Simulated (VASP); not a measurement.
# BaTe: relaxation of cell and atoms with PBE+D3(BJ)

The system is BaTe.

```
Ba Te
1.0
     0.00000    3.54492    3.54492
     3.54492    0.00000    3.54492
     3.54492    3.54492    0.00000
Ba Te
1 1
Direct
  0.00000 0.00000 0.00000
  0.50000 0.50000 0.50000
```

The cell comes from a database or a generator and needn't be the stable form of this composition.

```json
{"Program": "VASP 6.6.1", "Task": "relaxation of cell and atoms", "Functional": "PBE", "Dispersion": "D3(BJ)", "Potentials or basis": "VASP PAW PBE potentials, release 64 (Ba_sv, Te)", "Cutoff": "600 eV", "k mesh": "8 × 8 × 8", "Occupations": "gaussian, width 0.02 eV", "Spin": "no spin polarisation", "Dipole correction": "no", "Further INCAR settings": "ALGO = Normal; EDIFF = 1e-06; IBRION = 2; EDIFFG = -0.01; NSW = 100; ISIF = 3"}
```

```yaml
Relaxed_volume: 42.76 Å³/atom
Relaxed_cell: a = 4.945 Å, b = 4.945 Å, c = 4.945 Å, α = 60.00°, β = 60.00°, γ = 60.00°
Space_group_after_relaxing_to_0.05_Å: Fm-3m (No. 225)
Energy_gained_by_relaxing: 6.7 meV/atom
Ionic_steps: 3
Pressure_after_relaxing: 0.0 GPa
Band_gap_on_the_k_mesh: 1.51 eV, indirect (least direct gap 1.90 eV)
Dispersion_energy_per_atom: -0.313 eV
```

The path:
```csv
step,energy change (eV),largest force (eV/Å),pressure (GPa),volume (Å³)
1,0.0000,0.0000,-1.16,89.09
2,-0.0132,0.0000,0.20,85.00
3,-0.0135,0.0000,0.00,85.52
```

Final structure:
```
Ba Te
1.0
     0.00000    3.49689    3.49689
     3.49689    0.00000    3.49689
     3.49689    3.49689    0.00000
Ba Te
1 1
Direct
  0.00000 0.00000 0.00000
  0.50000 0.50000 0.50000
```

Levels at points of the mesh, in eV from the valence-band top:
```csv
k point,band 5,band 6,band 7,band 8,band 9,band 10,band 11,band 12
"(0.00, 0.00, 0.00)",-9.55,0.00,0.00,0.00,2.92,2.93,2.93,2.93
"(0.50, 0.00, 0.00)",-8.81,-2.24,-1.13,-1.13,4.20,4.76,4.89,4.89
"(0.50, 0.50, 0.00)",-9.34,-1.14,-0.38,-0.38,1.51,4.43,4.66,5.60
```

It took 55 s on 1 thread of Intel(R) Xeon(R) Platinum 8488C (Sapphire Rapids), on a shared host, peak memory 0.27 GiB.

Caveat: spin-orbit coupling is left out, which moves the levels of the heavy elements. A k mesh can miss the band edges.
